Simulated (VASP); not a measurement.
# GaP (F-43m) in VASP: further runs

Runs on GaP. Level: PBEsol. Tasks: single point, relaxation of cell and atoms.

All numbers are computed with VASP 6.6.1; they aren't measurements. Logs are shortened: lines on timing, memory, paths and dates and some standing lists are left out, and cuts for length are marked.

**Experimental background.**

From “Stacking defects in GaP nanowires: Electronic structure and optical properties”, 2018, arxiv:1810.01194, for a bulk crystal of GaP at 10 K: band gap 2.34 eV (indirect).

The results are compared with them further down.

## (1) Starting point

The structure is cubic, space group F-43m (No. 216). The conventional cell has a = 5.451 Å, b = 5.451 Å, c = 5.451 Å, α = 90.00°, β = 90.00°, γ = 90.00°. Ga (site symmetry -43m) has 4 P at 2.36 Å as nearest neighbours. P (site symmetry -43m) has 4 Ga at 2.36 Å as nearest neighbours.

## (2) Single point, PBEsol

Contents of INCAR:

```
PREC = Accurate ; ENCUT = 520
EDIFF = 1E-7 ; ISMEAR = 0
SIGMA = 0.1 ; LREAL = False
LASPH = True ; NELM = 80
ALGO = Normal ; ISIF = 2
LWAVE = False ; LCHARG = True
GGA = PS ; LELF = True
LVHAR = True ; NBANDS = 16
```

Contents of KPOINTS:

```
Automatic mesh
0
Gamma
  6 6 6
```

Contents of POSCAR:

```
GaP
1.0
    0.0000000000      2.7252500000      2.7252500000
    2.7252500000      0.0000000000      2.7252500000
    2.7252500000      2.7252500000      0.0000000000
Ga P
1 1
Direct
    0.0000000000      0.0000000000      0.0000000000
    0.2500000000      0.2500000000      0.2500000000
```

Potentials or basis: VASP PAW PBE potentials, release 64 (Ga_d, P).

On the command line:

```
cat potpaw_PBE.64/Ga_d/POTCAR potpaw_PBE.64/P/POTCAR > POTCAR
mpirun -np 1 vasp_std > vasp.out
```

OUTCAR:

```text
PREC = Accurate
   ENCUT = 520
   EDIFF = 1E-7
   ISMEAR = 0
   LREAL = False
   LASPH = True
   NELM = 80
   ISIF = 2
   GGA = PS

 ion  position               nearest neighbor table
   1  0.000  0.000  0.000-   2 2.36   2 2.36   2 2.36   2 2.36
   2  0.250  0.250  0.250-   1 2.36   1 2.36   1 2.36   1 2.36

  LATTYP: Found a face centered cubic cell.
 ALAT       =     5.4505000000

  Lattice vectors:

 A1 = (   0.0000000000,   2.7252500000,   2.7252500000)
 A2 = (   2.7252500000,   0.0000000000,   2.7252500000)
 A3 = (   2.7252500000,   2.7252500000,   0.0000000000)

Analysis of symmetry for initial positions (statically):
=====================================================================
 Subroutine PRICEL returns:
 Original cell was already a primitive cell.

 Routine SETGRP: Setting up the symmetry group for a
 face centered cubic supercell.

 Subroutine GETGRP returns: Found 24 space group operations
 (whereof 24 operations were pure point group operations)
 out of a pool of 48 trial point group operations.

The static configuration has the point symmetry T_d .

Analysis of symmetry for dynamics (positions and initial velocities):
=====================================================================
 Subroutine PRICEL returns:
 Original cell was already a primitive cell.

 Routine SETGRP: Setting up the symmetry group for a
 face centered cubic supercell.

 Subroutine GETGRP returns: Found 24 space group operations
 (whereof 24 operations were pure point group operations)
 out of a pool of 48 trial point group operations.

The dynamic configuration has the point symmetry T_d .

 Subroutine INISYM returns: Found 24 space group operations
 (whereof 24 operations are pure point group operations),
 and found     1 'primitive' translations

----------------------------------------------------------------------------------------

                                     Primitive cell

  volume of cell :      40.4808

  direct lattice vectors                    reciprocal lattice vectors
     0.000000000  2.725250000  2.725250000    -0.183469406  0.183469406  0.183469406
     2.725250000  0.000000000  2.725250000     0.183469406 -0.183469406  0.183469406
     2.725250000  2.725250000  0.000000000     0.183469406  0.183469406 -0.183469406

  length of vectors
     3.854085511  3.854085511  3.854085511     0.317778334  0.317778334  0.317778334

  position of ions in fractional coordinates (direct lattice)
     0.000000000  0.000000000  0.000000000
     0.250000000  0.250000000  0.250000000

  ion indices of the primitive-cell ions
   primitive index   ion index
                 1           1
                 2           2

----------------------------------------------------------------------------------------

 KPOINTS: Automatic mesh

Automatic generation of k-mesh.
 Grid dimensions read from file:
 generate k-points for:    6    6    6

 Generating k-lattice:

  Cartesian coordinates                     Fractional coordinates (reciprocal lattice)
    -0.030578234  0.030578234  0.030578234     0.166666667  0.000000000  0.000000000
     0.030578234 -0.030578234  0.030578234     0.000000000  0.166666667  0.000000000
     0.030578234  0.030578234 -0.030578234     0.000000000  0.000000000  0.166666667

  Length of vectors
     0.052963056  0.052963056  0.052963056

  Shift w.r.t. Gamma in fractional coordinates (k-lattice)
     0.000000000  0.000000000  0.000000000

 Subroutine IBZKPT returns following result:
 ===========================================

 Found     16 irreducible k-points:

 Following reciprocal coordinates:
            Coordinates               Weight
  0.000000  0.000000  0.000000      1.000000
  0.166667  0.000000  0.000000      8.000000
  0.333333  0.000000  0.000000      8.000000
  0.500000  0.000000  0.000000      4.000000
  0.166667  0.166667  0.000000      6.000000
  0.333333  0.166667  0.000000     24.000000
[... 8 lines left out ...]
 -0.333333  0.333333  0.166667     24.000000
 -0.333333  0.500000  0.166667     12.000000
   k-points           NKPTS =     16   k-points in BZ     NKDIM =     16   number of bands    NBANDS=     16
   number of dos      NEDOS =    301   number of ions     NIONS =      2
   total plane-waves  NPLWV =  27000
   dimension x,y,z NGX =    30 NGY =   30 NGZ =   30
   dimension x,y,z NGXF=    60 NGYF=   60 NGZF=   60
   ions per type =               1   1
   NGX,Y,Z   is equivalent  to a cutoff of  12.94, 12.94, 12.94 a.u.
   NGXF,Y,Z  is equivalent  to a cutoff of  25.88, 25.88, 25.88 a.u.
 SYSTEM =  unknown system
   PREC   = accura    normal or accurate (medium, high low for compatibility)
   ISTART =      0    job   : 0-new  1-cont  2-samecut
   ICHARG =      2    charge: 1-file 2-atom 10-const
   ISPIN  =      1    spin polarized calculation?
   LNONCOLLINEAR =      F non collinear calculations
   LSORBIT =      F    spin-orbit coupling
   LASPH  =      T    aspherical Exc in radial PAW
   ENCUT  =  520.0 eV  38.22 Ry    6.18 a.u.   7.17  7.17  7.17*2*pi/ulx,y,z
   NELM   =     80;   NELMIN=  2; NELMDL= -5     # of ELM steps
   EDIFF  = 0.1E-06   stopping-criterion for ELM
   LREAL  =      F    real-space projection
   EDIFFG = 0.1E-05   stopping-criterion for IOM
   NSW    =      0    number of steps for IOM
   IBRION =     -1    ionic relax: 0-MD 1-quasi-New 2-CG
   NFREE  =      0    steps in history (QN), initial steepest desc. (CG)
   ISIF   =      2    stress and relaxation
   ISYM   =      2    0-nonsym 1-usesym 2-fastsym
   POTIM  = 0.5000    time-step for ionic-motion
   TEBEG  =    0.0;   TEEND  =   0.0 temperature during run
   PSTRESS=    0.0 pullay stress
   NELECT =      18.0000    total number of electrons
   NUPDOWN=      -1.0000    fix difference up-down
   EMIN   =  10.00;   EMAX   =-10.00  energy-range for DOS
   EFERMI =   0.00;   METHOD = LEGACY
   ISMEAR =     0;   SIGMA  =   0.10  broadening in eV -4-tet -1-fermi 0-gaus
   EFERMI_NEDOS =   21; number of points for ismear=-14 and -15
   IALGO  =     38    algorithm
   IMIX   =      4    mixing-type and parameters
     AMIX     =   0.40;   BMIX     =  1.00
     AMIX_MAG =   1.60;   BMIX_MAG =  1.00
  volume/ion in A,a.u.               =      20.24       136.59
  Fermi-wavevector in a.u.,A,eV,Ry     =   1.249538  2.361284 21.243377  1.561344
  Thomas-Fermi vector in A             =   2.383574
   LORBIT       =      0    0 simple, 1 ext, 2 COOP (PROOUT), +10 PAW based schemes
   GGA     = PS    functional components
   LHFCALC =     F    Hartree Fock is set to
   AEXX    =    0.0000 exact exchange contribution
   IVDW    =     0    specifies the selected vdW correction
   LEPSILON=     F    determine dielectric tensor
   LRPA    =     F    only Hartree local field effects (RPA)
 non-spin polarized calculation
 Gauss-broadening in eV      SIGMA  =   0.10
  energy-cutoff  :      520.00
  volume of cell :       40.48
 maximum number of plane-waves:      1113
 NGX is ok and might be reduce to    30
   NGX = 15   NGY = 15   NGZ = 15

 number of electron      17.9999989 magnetization

 Free energy of the ion-electron system (eV)
  ---------------------------------------------------
  ext. energy  EPLUGINS =         0.00000000
  ---------------------------------------------------
  free energy    TOTEN  =        -9.90569286 eV

  energy without entropy =       -9.90569286  energy(sigma->0) =       -9.90569286

 E-fermi :   5.0211     XC(G=0): -10.0185

 val. band max:        4.5756361377   @ k =   0.0000   0.0000   0.0000
 cond. band min:       6.0876241963   @ k =   0.5000   0.5000   0.0000
 fundamental gap:      1.5119880586
 Fermi energy:         5.0210636114

 k-point     1 :       0.0000    0.0000    0.0000
  band No.  band energies     occupation
      1      -9.9728      2.00000
      2      -9.9728      2.00000
      3      -9.9728      2.00000
      4      -9.8723      2.00000
      5      -9.8723      2.00000
      6      -7.9499      2.00000
[... 8 lines left out ...]
     15      14.3434      0.00000
     16      14.3434      0.00000

 k-point     2 :       0.1667    0.0000    0.0000
  band No.  band energies     occupation
      1      -9.9959      2.00000
      2      -9.9649      2.00000
      3      -9.9649      2.00000
      4      -9.8722      2.00000
      5      -9.8722      2.00000
      6      -7.5913      2.00000
[... 8 lines left out ...]
     15      13.4818      0.00000
     16      14.4176      0.00000

 k-point     3 :       0.3333    0.0000    0.0000
  band No.  band energies     occupation
      1     -10.0365      2.00000
      2      -9.9522      2.00000
      3      -9.9522      2.00000
      4      -9.8687      2.00000
      5      -9.8687      2.00000
      6      -6.6351      2.00000
[... 8 lines left out ...]
     15      14.1635      0.00000
     16      14.1635      0.00000

 k-point     4 :       0.5000    0.0000    0.0000
  band No.  band energies     occupation
      1     -10.0549      2.00000
      2      -9.9478      2.00000
      3      -9.9478      2.00000
      4      -9.8649      2.00000
      5      -9.8649      2.00000
      6      -5.8585      2.00000
[... 8 lines left out ...]
     15      16.2398      0.00000
     16      16.2398      0.00000

 k-point     5 :       0.1667    0.1667    0.0000
  band No.  band energies     occupation
      1     -10.0098      2.00000
      2      -9.9569      2.00000
      3      -9.9569      2.00000
      4      -9.8799      2.00000
      5      -9.8668      2.00000
      6      -7.4724      2.00000
[... 8 lines left out ...]
     15      14.7780      0.00000
     16      15.2415      0.00000

 k-point     6 :       0.3333    0.1667    0.0000
  band No.  band energies     occupation
      1     -10.0404      2.00000
      2      -9.9458      2.00000
      3      -9.9423      2.00000
      4      -9.8836      2.00000
      5      -9.8623      2.00000
      6      -6.7039      2.00000
[... 8 lines left out ...]
     15      15.2787      0.00000
     16      16.0545      0.00000

 k-point     7 :       0.5000    0.1667    0.0000
  band No.  band energies     occupation
      1     -10.0580      2.00000
      2      -9.9429      2.00000
      3      -9.9365      2.00000
      4      -9.8766      2.00000
      5      -9.8626      2.00000
      6      -5.7170      2.00000
[... 8 lines left out ...]
     15      16.2554      0.00000
     16      16.7238      0.00000

 k-point     8 :      -0.3333    0.1667    0.0000
  band No.  band energies     occupation
      1     -10.0506      2.00000
      2      -9.9449      2.00000
      3      -9.9413      2.00000
      4      -9.8713      2.00000
      5      -9.8691      2.00000
      6      -6.0077      2.00000
[... 8 lines left out ...]
     15      15.2316      0.00000
     16      16.8995      0.00000

 k-point     9 :      -0.1667    0.1667    0.0000
  band No.  band energies     occupation
      1     -10.0229      2.00000
      2      -9.9555      2.00000
      3      -9.9522      2.00000
      4      -9.8761      2.00000
      5      -9.8683      2.00000
      6      -7.0267      2.00000
[... 8 lines left out ...]
     15      14.7548      0.00000
     16      16.0499      0.00000

 k-point    10 :       0.3333    0.3333    0.0000
  band No.  band energies     occupation
      1     -10.0669      2.00000
      2      -9.9240      2.00000
      3      -9.9240      2.00000
      4      -9.8986      2.00000
      5      -9.8558      2.00000
      6      -6.1698      2.00000
[... 8 lines left out ...]
     15      15.9737      0.00000
     16      18.8340      0.00000

 k-point    11 :       0.5000    0.3333    0.0000
  band No.  band energies     occupation
      1     -10.0774      2.00000
      2      -9.9220      2.00000
      3      -9.9157      2.00000
      4      -9.8976      2.00000
      5      -9.8556      2.00000
      6      -5.2947      2.00000
[... 8 lines left out ...]
     15      16.4832      0.00000
     16      17.7894      0.00000

 k-point    12 :      -0.3333    0.3333    0.0000
  band No.  band energies     occupation
      1     -10.0665      2.00000
      2      -9.9343      2.00000
      3      -9.9225      2.00000
      4      -9.8836      2.00000
      5      -9.8653      2.00000
      6      -5.1877      2.00000
[... 8 lines left out ...]
     15      14.0981      0.00000
     16      19.4757      0.00000

 k-point    13 :       0.5000    0.5000    0.0000
  band No.  band energies     occupation
      1     -10.0908      2.00000
      2      -9.9090      2.00000
      3      -9.9069      2.00000
      4      -9.9069      2.00000
      5      -9.8503      2.00000
      6      -4.9462      2.00000
[... 8 lines left out ...]
     15      16.9888      0.00000
     16      17.5201      0.00000

 k-point    14 :       0.5000    0.3333    0.1667
  band No.  band energies     occupation
      1     -10.0597      2.00000
      2      -9.9382      2.00000
      3      -9.9269      2.00000
      4      -9.8868      2.00000
      5      -9.8614      2.00000
      6      -5.8508      2.00000
[... 8 lines left out ...]
     15      16.3119      0.00000
     16      17.8028      0.00000

 k-point    15 :      -0.3333    0.3333    0.1667
  band No.  band energies     occupation
      1     -10.0658      2.00000
      2      -9.9383      2.00000
      3      -9.9201      2.00000
      4      -9.8834      2.00000
      5      -9.8646      2.00000
      6      -5.1851      2.00000
[... 8 lines left out ...]
     15      16.9855      0.00000
     16      17.2874      0.00000

 k-point    16 :      -0.3333    0.5000    0.1667
  band No.  band energies     occupation
      1     -10.0767      2.00000
      2      -9.9268      2.00000
      3      -9.9122      2.00000
      4      -9.8933      2.00000
      5      -9.8590      2.00000
      6      -4.8747      2.00000
[... 8 lines left out ...]
     15      16.4625      0.00000
     16      18.1587      0.00000

------------------------ aborting loop because EDIFF is reached ----------------------------------------

  FORCE on cell =-STRESS in cart. coord.  units (eV):
  Direction    XX          YY          ZZ          XY          YZ          ZX
  --------------------------------------------------------------------------------------
  -------------------------------------------------------------------------------------
  Total       -0.1472723     -0.1472723     -0.1472723      0.0000000     -0.0000000      0.0000000
  in kB       -5.8288459     -5.8288459     -5.8288459      0.0000000     -0.0000000      0.0000000
  external PRESSURE =      -5.8288459 kB  Pullay stress =       0.0000000 kB

 VOLUME and BASIS-vectors are now :
 -----------------------------------------------------------------------------
  energy-cutoff  :      520.00
  volume of cell :       40.48
      direct lattice vectors                 reciprocal lattice vectors
     0.000000000  2.725250000  2.725250000    -0.183469406  0.183469406  0.183469406
     2.725250000  0.000000000  2.725250000     0.183469406 -0.183469406  0.183469406
     2.725250000  2.725250000  0.000000000     0.183469406  0.183469406 -0.183469406

 POSITION                                       TOTAL-FORCE (eV/Angst)
 -----------------------------------------------------------------------------------
      0.00000      0.00000      0.00000         0.000000      0.000000      0.000000
      1.36262      1.36262      1.36262        -0.000000     -0.000000     -0.000000
 -----------------------------------------------------------------------------------
    total drift:                                0.000000      0.000000      0.000000

  FREE ENERGIE OF THE ION-ELECTRON SYSTEM (eV)
  ---------------------------------------------------
  free  energy   TOTEN  =        -9.9056928589 eV

  energy  without entropy=       -9.9056928589  energy(sigma->0) =       -9.90569286
```

It took 15 s on 1 thread of Intel Xeon Platinum 8488C (Sapphire Rapids), shared host; peak memory 0.16 GiB.

What came out:

| Quantity | Value |
| --- | --- |
| Free energy | -9.9057 eV |
| Pressure | -0.6 GPa |
| Band gap on the k mesh | 1.51 eV, indirect (least direct gap 1.75 eV) |

Levels at points of the mesh, in eV from the valence-band top:
| k point | band 5 | band 6 | band 7 | band 8 | band 9 | band 10 | band 11 | band 12 | band 13 | band 14 |
| --- | --- | --- | --- | --- | --- | --- | --- | --- | --- | --- |
| (0.00, 0.00, 0.00) | -14.45 | -12.53 | 0.00 | 0.00 | 0.00 | 1.75 | 3.82 | 3.82 | 3.82 | 8.56 |
| (0.50, 0.00, 0.00) | -14.44 | -10.43 | -6.70 | -1.13 | -1.13 | 1.58 | 4.65 | 4.65 | 8.09 | 10.74 |
| (0.50, 0.50, 0.00) | -14.43 | -9.52 | -6.81 | -2.71 | -2.71 | 1.51 | 1.71 | 10.55 | 10.55 | 11.08 |

Caveat: the PAW data sets were made with another functional, which shifts forces and pressure a little.

(Part 1 of 3 ends here.)
